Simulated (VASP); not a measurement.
A run of VASP 6.6.1:

Contents of INCAR:

```
PREC = Accurate
ENCUT = 520
EDIFF = 1E-6
ISMEAR = 0
SIGMA = 0.012
LREAL = False
LASPH = True
NELM = 60
ALGO = Normal
ISIF = 2
LWAVE = False
LCHARG = False
GGA = PE
NBANDS = 13
```

File KPOINTS:

```
Automatic mesh
0
Gamma
  8 8 8
```

Contents of POSCAR:

```
Li2Se
1.0
    0.0000000000      3.0025000000      3.0025000000
    3.0025000000      0.0000000000      3.0025000000
    3.0025000000      3.0025000000      0.0000000000
Se Li
1 2
Direct
    0.0000000000      0.0000000000      0.0000000000
    0.7500000000      0.7500000000      0.7500000000
    0.2500000000      0.2500000000      0.2500000000
```

Potentials or basis: VASP PAW PBE potentials, release 64 (Se, Li_sv).

Command:

```console
$ cat potpaw_PBE.64/Se/POTCAR potpaw_PBE.64/Li_sv/POTCAR > POTCAR
$ mpirun -np 1 vasp_std > vasp.out
```

Hardware: 1 thread of Intel(R) Xeon(R) Platinum 8259CL CPU @ 2.50GHz (Skylake/Cascade Lake) (shared host).

Estimate the wall time of this run.

Wall time 20 s on 1 thread of Intel(R) Xeon(R) Platinum 8259CL CPU @ 2.50GHz (Skylake/Cascade Lake), on a shared host, peak memory 0.17 GiB. Counts: scf iterations 14, k points 29.
